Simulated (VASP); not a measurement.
# BAs: input slips in a phonon run and what they do, part 2 of 2

Aim: see how common mistakes in a phonon run show up, on BAs. The starting structure is a measured crystal structure from the Crystallography Open Database.

VASP 6.6.1.

Results so far: reference T2 700.2 cm⁻¹.

## (3) Modes with finite displacements, else as the reference

Level of this step: LDA; plane waves and PAW (As, B) (VASP).

Against step 2 the input has IBRION = 6, NFREE = 2, POTIM = 0.015 and no LEPSILON (also changed: NSW).

INCAR

```
SYSTEM = BAs
PREC = Accurate
ENCUT = 450
EDIFF = 1E-08
NELM = 100
ISMEAR = 0
SIGMA = 0.03
LREAL = .FALSE.
ALGO = Normal
GGA = CA
NBANDS = 10
LORBIT = 11
LWAVE = .FALSE.
LCHARG = .FALSE.
KPAR = 4
IBRION = 6
NFREE = 2
POTIM = 0.015
NSW = 1
ISIF = 2
```

POSCAR

```
BAs
1.0
    0.0000000000      2.3712508312      2.3712508312
    2.3712508312      0.0000000000      2.3712508312
    2.3712508312      2.3712508312      0.0000000000
As B
1 1
Direct
    0.7500000000      0.7500000000      0.7500000000
    0.0000000000      0.0000000000      0.0000000000
```

KPOINTS

```
Automatic mesh
0
Gamma
12 12 12
0 0 0
```

The projector-augmented-wave data sets are As and B (LDA family, release 64).

The run is started by

```
> mpirun -np 4 vasp_std
```

What it wrote:

```text
[... set-up lines as in an earlier step ...]
 entering main loop
       N       E                     dE             d eps       ncg     rms          rms(c)
[... 13 cycles as in an earlier step ...]
   1 F= -.12926263E+02 E0= -.12926263E+02  d E =-.364664E-29
[...]
2 F= -.12924348E+02 E0= -.12924348E+02  d E =-.807254E-12
[...]
3 F= -.12924348E+02 E0= -.12924348E+02  d E =-.806392E-12
[...]
4 F= -.12924348E+02 E0= -.12924348E+02  d E =-.803668E-12
[...]
5 F= -.12924348E+02 E0= -.12924348E+02  d E =-.799536E-12
 Finite differences progress:
  Degree of freedom:   2/  2
  Displacement:        2/  2
  Total:               4/  4
```

Run time: 27 s. Hardware: 4 MPI ranks of Intel Xeon Platinum 8259CL at 2.50GHz (Skylake/Cascade Lake), shared host; peak memory 0.85 GiB; 1.7 min of CPU time.

OUTCAR, selected parts (step 3):

```text
  Total       -0.0006494      0.0030005      0.0030005      0.0000000      0.1166916      0.0000000
  in kB       -0.0390152      0.1802791      0.1802791      0.0000000      7.0111243      0.0000000
  external PRESSURE =       0.1071810 kB  Pullay stress =       0.0000000 kB

 POSITION                                       TOTAL-FORCE (eV/Angst)
 -----------------------------------------------------------------------------------
      3.55688      3.55688      3.55688        -0.255353      0.000000      0.000000
     -0.01500      0.00000      0.00000         0.255353     -0.000000     -0.000000
 -----------------------------------------------------------------------------------
    total drift:                                0.000038     -0.000000     -0.000000

  FREE ENERGIE OF THE ION-ELECTRON SYSTEM (eV)
  ---------------------------------------------------
  free  energy   TOTEN  =       -12.9243481399 eV

  energy  without entropy=      -12.9243481399  energy(sigma->0) =      -12.92434814

[... 2 parts as in an earlier step ...]

[... 1 further part left out ...]
[key lines of the parts left out:]
E-fermi :   6.6329
```

The last energy, forces and stress in OUTCAR belong to the last displaced cell, not to that of POSCAR.

With finite displacements, else as the reference the mode is T2 700.0 cm⁻¹, -0.2 cm⁻¹ from the reference.

## (4) Modes with a displacement typed far too large

A slip made on purpose: a displacement typed far too large. Against step 2 the input has IBRION = 6, NFREE = 2, POTIM = 0.25 and no LEPSILON (also changed: NELM and NSW).

Edit INCAR of step 3 so:

```diff
@@ -4,3 +4,3 @@
 EDIFF = 1E-08
-NELM = 100
+NELM = 60
 ISMEAR = 0
@@ -17,3 +17,3 @@
 NFREE = 2
-POTIM = 0.015
+POTIM = 0.25
 NSW = 1
```

POSCAR is that of step 3.

KPOINTS is that of step 3.

The run is started by

```
> mpirun -np 4 vasp_std
```

What it wrote:

```text
[... set-up lines as in an earlier step ...]
 entering main loop
       N       E                     dE             d eps       ncg     rms          rms(c)
[... 13 cycles as in an earlier step ...]
   1 F= -.12926263E+02 E0= -.12926263E+02  d E =-.364664E-29
[...]
2 F= -.12924348E+02 E0= -.12924348E+02  d E =-.807254E-12
[...]
3 F= -.12924348E+02 E0= -.12924348E+02  d E =-.806392E-12
[...]
4 F= -.12924348E+02 E0= -.12924348E+02  d E =-.803668E-12
[...]
5 F= -.12924348E+02 E0= -.12924348E+02  d E =-.799536E-12
 Finite differences progress:
  Degree of freedom:   2/  2
  Displacement:        2/  2
  Total:               4/  4
```

Wall time 28 s (4 MPI ranks); peak memory 0.85 GiB; 1.8 min of CPU time.

From OUTCAR (step 4):

```text
[... 6 parts as in an earlier step ...]

[... 1 further part left out ...]
[key lines of the parts left out:]
E-fermi :   6.6329
```

With a displacement typed far too large the mode is T2 700.0 cm⁻¹, as with finite displacements, else as the reference.

## (5) Modes with one-sided displacements

A slip made on purpose: one-sided displacements. Against step 2 the input has IBRION = 6, NFREE = 1, POTIM = 0.015 and no LEPSILON (also changed: NELM and NSW).

Edit INCAR of step 4 so:

```diff
@@ -16,4 +16,4 @@
 IBRION = 6
-NFREE = 2
-POTIM = 0.25
+NFREE = 1
+POTIM = 0.015
 NSW = 1
```

POSCAR is that of step 4.

KPOINTS is that of step 4.

The run is started by

```
> mpirun -np 4 vasp_std
```

What it wrote:

```text
[... set-up lines as in an earlier step ...]
 entering main loop
       N       E                     dE             d eps       ncg     rms          rms(c)
[... 13 cycles as in an earlier step ...]
   1 F= -.12926263E+02 E0= -.12926263E+02  d E =-.364664E-29
 Found     2 degrees of freedom:
 Finite differences POTIM= 0.01500 DOF=   2
[...]
N       E                     dE             d eps       ncg     rms          rms(c)
[... 5 cycles as in an earlier step ...]
   2 F= -.12924348E+02 E0= -.12924348E+02  d E =-.807254E-12
 Finite differences progress:
  Degree of freedom:   1/  2
  Displacement:        1/  1
  Total:               1/  2
[...]
N       E                     dE             d eps       ncg     rms          rms(c)
DAV:   1    -0.129241328753E+02    0.21483E-03   -0.29393E-01  5634   0.360E+00    0.112E-01
DAV:   2    -0.129244162660E+02   -0.28339E-03   -0.47469E-03  6864   0.495E-01    0.616E-02
DAV:   3    -0.129243480960E+02    0.68170E-04   -0.19500E-04  6460   0.812E-02    0.729E-03
DAV:   4    -0.129243483022E+02   -0.20616E-06   -0.11547E-05  6516   0.239E-02    0.444E-03
DAV:   5    -0.129243481371E+02    0.16505E-06   -0.40505E-07  6910   0.385E-03    0.526E-04
DAV:   6    -0.129243481389E+02   -0.17463E-08   -0.17921E-08  6242   0.962E-04
   3 F= -.12924348E+02 E0= -.12924348E+02  d E =-.802829E-12
 Finite differences progress:
  Degree of freedom:   2/  2
  Displacement:        1/  1
  Total:               2/  2
```

Run time: 16 s. Hardware: 4 MPI ranks; peak memory 0.83 GiB.

Parts of OUTCAR (step 5):

```text
  Total       -0.0006370      0.0030118      0.0030118      0.0000000     -0.1166087      0.0000000
  in kB       -0.0382752      0.1809548      0.1809548      0.0000000     -7.0061414      0.0000000
  external PRESSURE =       0.1078781 kB  Pullay stress =       0.0000000 kB

 POSITION                                       TOTAL-FORCE (eV/Angst)
 -----------------------------------------------------------------------------------
      3.55688      3.55688      3.55688         0.255348     -0.000000     -0.000000
      0.01500      0.00000      0.00000        -0.255348      0.000000      0.000000
 -----------------------------------------------------------------------------------
    total drift:                                0.000002      0.000000     -0.000000

  FREE ENERGIE OF THE ION-ELECTRON SYSTEM (eV)
  ---------------------------------------------------
  free  energy   TOTEN  =       -12.9243481389 eV

  energy  without entropy=      -12.9243481389  energy(sigma->0) =      -12.92434814

[... 2 parts as in an earlier step ...]

[... 1 further part left out ...]
[key lines of the parts left out:]
E-fermi :   6.6329
```

With one-sided displacements the mode is T2 700.0 cm⁻¹, as with finite displacements, else as the reference.

## (6) Modes with a loose electronic threshold

A slip made on purpose: a loose electronic threshold. Against step 2 the input has EDIFF = 1E-04, IBRION = 6, NFREE = 2, POTIM = 0.015 and no LEPSILON (also changed: NELM and NSW).

Edit INCAR of step 5 so:

```diff
@@ -3,3 +3,3 @@
 ENCUT = 450
-EDIFF = 1E-08
+EDIFF = 1E-04
 NELM = 60
@@ -16,3 +16,3 @@
 IBRION = 6
-NFREE = 1
+NFREE = 2
 POTIM = 0.015
```

POSCAR is that of step 5.

KPOINTS is that of step 5.

The run is started by

```
> mpirun -np 4 vasp_std
```

What it wrote:

```text
[... set-up lines as in an earlier step ...]
 entering main loop
       N       E                     dE             d eps       ncg     rms          rms(c)
[... 8 cycles as in an earlier step ...]
DAV:   9    -0.129262559856E+02   -0.23823E-04   -0.72188E-04  1644   0.180E-01
   1 F= -.12926256E+02 E0= -.12926256E+02  d E =-.610572E-29
[...]
2 F= -.12924349E+02 E0= -.12924349E+02  d E =-.843917E-12
[...]
3 F= -.12924349E+02 E0= -.12924349E+02  d E =-.847450E-12
[...]
4 F= -.12924348E+02 E0= -.12924348E+02  d E =-.688354E-12
[...]
5 F= -.12924348E+02 E0= -.12924348E+02  d E =-.812890E-12
 Finite differences progress:
  Degree of freedom:   2/  2
  Displacement:        2/  2
  Total:               4/  4
```

The job ended after 21 s (4 MPI ranks; peak memory 0.87 GiB; 78 s of CPU time).

Parts of OUTCAR (step 6):

```text
  Total       -0.0005044      0.0031544      0.0031544      0.0000000      0.1173862      0.0000000
  in kB       -0.0303074      0.1895247      0.1895247      0.0000000      7.0528595      0.0000000
  external PRESSURE =       0.1162473 kB  Pullay stress =       0.0000000 kB

 POSITION                                       TOTAL-FORCE (eV/Angst)
 -----------------------------------------------------------------------------------
      3.55688      3.55688      3.55688        -0.255505     -0.000000     -0.000000
     -0.01500      0.00000      0.00000         0.255505      0.000000      0.000000
 -----------------------------------------------------------------------------------
    total drift:                                0.000383     -0.000001     -0.000001

  FREE ENERGIE OF THE ION-ELECTRON SYSTEM (eV)
  ---------------------------------------------------
  free  energy   TOTEN  =       -12.9243480159 eV

  energy  without entropy=      -12.9243480159  energy(sigma->0) =      -12.92434802

[... 2 parts as in an earlier step ...]

[... 1 further part left out ...]
[key lines of the parts left out:]
E-fermi :   6.6329
```

With a loose electronic threshold the mode is T2 701.3 cm⁻¹, +1.3 cm⁻¹ from finite displacements, else as the reference.

## (7) Modes with a k mesh far too coarse

A slip made on purpose: a k mesh far too coarse. Against step 2 the input has a 2×2×2 mesh (also changed: NELM and KPAR).

INCAR

```
SYSTEM = BAs
PREC = Accurate
ENCUT = 450
EDIFF = 1E-08
NELM = 60
ISMEAR = 0
SIGMA = 0.03
LREAL = .FALSE.
ALGO = Normal
GGA = CA
NBANDS = 10
LORBIT = 11
LWAVE = .FALSE.
LCHARG = .FALSE.
IBRION = 8
LEPSILON = .TRUE.
ISIF = 2
```

POSCAR is that of step 6.

KPOINTS

```
Automatic mesh
0
Gamma
2 2 2
0 0 0
```

The run is started by

```
> mpirun -np 4 vasp_std
```

What it wrote:

```text
[banner, memory and clock lines left out]
running    4 mpi-ranks, on    1 nodes
[...]
LDA part: xc-table for (Slater(with rela. corr.)+CA(PZ))
 , standard interpolation
|                                                                             |
|           W    W    AA    RRRRR   N    N  II  N    N   GGGG   !!!           |
|           W    W   A  A   R    R  NN   N  II  NN   N  G    G  !!!           |
|           W    W  A    A  R    R  N N  N  II  N N  N  G       !!!           |
|           W WW W  AAAAAA  RRRRR   N  N N  II  N  N N  G  GGG   !            |
|           WW  WW  A    A  R   R   N   NN  II  N   NN  G    G                |
|           W    W  A    A  R    R  N    N  II  N    N   GGGG   !!!           |
|                                                                             |
|     The number of bands has been changed from the values supplied in        |
|     The orbitals not found in the WAVECAR file will be initialized with     |
|     random numbers, which is usually adequate. For correlated               |
[...]
RMM:  12    -0.385343397714E-01   -0.15644E-07    0.21260E-08   119   0.581E-07    0.524E-08
 first order change of Fermi-energy  -0.29518E-05
 force on displaced ion       1 direction 1 : -24.008   0.000   0.000
 Born effective charge ion    1 direction 1 :  -4.559   0.000   0.000
 Linear response progress:
  Degree of freedom:   2/  2
       N       E                     dE             d eps       ncg     rms          rms(c)
RMM:   1    -0.470698211009E-01   -0.47070E-01    0.12248E-02   272   0.921E-01
RMM:   2    -0.450534930641E-01    0.20163E-02    0.10805E-04   199   0.129E-01    0.132E-01
RMM:   3    -0.450451754552E-01    0.83176E-05   -0.25731E-04   198   0.689E-02    0.650E-02
RMM:   4    -0.453465708012E-01   -0.30140E-03   -0.22836E-04   195   0.570E-02    0.117E-02
[...]
RMM:   9    -0.453145318950E-01    0.22439E-07    0.34365E-08   215   0.584E-06    0.247E-06
RMM:  10    -0.453145445040E-01   -0.12609E-07    0.41575E-08   192   0.155E-06    0.481E-07
RMM:  11    -0.453146871184E-01   -0.14261E-06   -0.11164E-08   132   0.514E-07    0.672E-08
 first order change of Fermi-energy   0.42371E-05
 force on displaced ion       2 direction 1 : -24.006  -0.000  -0.000
 Born effective charge ion    2 direction 1 :  -5.038   0.000   0.000
 Born effective charges drift removed
 Linear response finished
```

It took 7.4 s on 4 MPI ranks; peak memory 0.42 GiB.

OUTCAR, selected parts (step 7):

```text
  Total        2.0121433      2.0121433      2.0121433      0.0000000      0.0000000      0.0000000
  in kB      120.8946308    120.8946308    120.8946308      0.0000000      0.0000000      0.0000000
  external PRESSURE =     120.8946308 kB  Pullay stress =       0.0000000 kB

 POSITION                                       TOTAL-FORCE (eV/Angst)
 -----------------------------------------------------------------------------------
      3.55688      3.55688      3.55688         0.000000      0.000000      0.000000
      0.00000      0.00000      0.00000        -0.000000     -0.000000     -0.000000
 -----------------------------------------------------------------------------------
    total drift:                               -0.000000     -0.000000     -0.000000

 MACROSCOPIC STATIC DIELECTRIC TENSOR (including local field effects in DFT)
 ------------------------------------------------------
          35.386529    -0.000000    -0.000000
           0.000000    35.386529    -0.000000
           0.000000     0.000000    35.386529
 ------------------------------------------------------

 MACROSCOPIC STATIC DIELECTRIC TENSOR IONIC CONTRIBUTION
 ------------------------------------------------------
           0.016124     0.000000     0.000000
           0.000000     0.016124    -0.000000
           0.000000    -0.000000     0.016124
 ------------------------------------------------------

[... 1 part as in an earlier step ...]

[... 1 further part left out ...]
```

With a k mesh far too coarse the mode is T2 831.2 cm⁻¹, +131.0 cm⁻¹ from the reference.

## (8) Comparison

```tsv
run	T2	method	core minutes
reference	700.2	perturbation theory	6.2
finite displacements, else as the reference	700.0	finite displacements	1.8
a displacement typed far too large	700.0	finite displacements	1.87
one-sided displacements	700.0	finite displacements	1.08
a loose electronic threshold	701.3	finite displacements	1.4
a k mesh far too coarse	831.2	perturbation theory	0.493
```

Modes are in cm⁻¹, degenerate ones as one, matched between runs by symmetry and order. A number in brackets counts the listed modes of one symmetry from the lowest. The symmetry labels come from an automatic analysis and can be wrong where levels nearly coincide. Core minutes are wall time times ranks of the run shown, on a shared host.

## (9) Results

| Property | Result |
| --- | --- |
| T2, reference | 700.2 cm⁻¹ |
| T2, finite displacements, else as the reference | 700.0 cm⁻¹ |
| T2, a displacement typed far too large | 700.0 cm⁻¹ |
| T2, one-sided displacements | 700.0 cm⁻¹ |
| T2, a loose electronic threshold | 701.3 cm⁻¹ |
| T2, a k mesh far too coarse | 831.2 cm⁻¹ |

**Reading.** Finished, but with signs in the output that stand out against the reference: a loose electronic threshold, with modes off by up to +1.3 cm⁻¹, in T2 (signs: a pressure of -0.2 GPa on the undisplaced cell); a k mesh far too coarse, with modes off by up to +131 cm⁻¹, in T2 (signs: a pressure of 12.1 GPa on the undisplaced cell). Little came of one-sided displacements in this material. The displacement typed far too large never took effect: VASP put its default in its place. Runs with finite displacements are held against the sound run of that kind. The dielectric constants and Born charges in the logs aren't compared here; at a small gap they can be far off, and in a run without a gap they mean nothing. The frequencies are harmonic, and the splitting of polar modes by their long-range field is left out. Further runs on this material are not shown.

[Lines on the potential files, build, host, timing and source positions are cut from VASP's logs without a mark.]

[Logs are printed without paths, hosts, clocks, repeated set-up lines and the standing remarks that a program may print on its own settings, such as how far it seeks lower states.]

[Hosts, paths, dates, database ids (printed as entryN), source tags and the programs' standing remarks are cut or masked in the printed files.]
